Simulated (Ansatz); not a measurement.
Ti: a sweep of one setting

```yaml
crystal:
  lattice:
    - [-1.64100, 1.64100, 1.64100]
    - [1.64100, -1.64100, 1.64100]
    - [1.64100, 1.64100, -1.64100]
  atoms:
    - { symbol: Ti, position: [0.00000, 0.00000, 0.00000] }
```

The structure is an experimental refinement, used without relaxation.

Level of theory: DFT, PBE, all-electron LAPW, scalar-relativistic (Ansatz 0.2.0).

Sampling and basis: a Γ-centred 14×14×14 k mesh, Fermi–Dirac smearing of 0.05 eV, basis error target 0.25 meV/atom, no spin polarisation. One setting is then changed at a time.

| filling | energy at zero smearing less the base's (meV/atom) | P (GPa) | cutoff chosen (eV) |
| --- | --- | --- | --- |
| Fermi–Dirac 0.05 eV (base) | 0.0 | -2.40 | 263 |
| tetrahedron | -1.8 | – | 263 |
| cold 0.15 eV | ? | -2.51 | 263 |
| Fermi–Dirac 0.01 eV | 1.5 | -2.46 | 263 |
| Fermi–Dirac 0.15 eV | -3.4 | -1.54 | 263 |
| Fermi–Dirac 0.28 eV | -30.8 | ? | 263 |

Question: What belongs in the row "cold 0.15 eV", column "energy at zero smearing less the base's (meV/atom)"?

Answer: 0.5.

Question: Fill in "P (GPa)" for the row "Fermi–Dirac 0.28 eV".

Answer: 0.05.
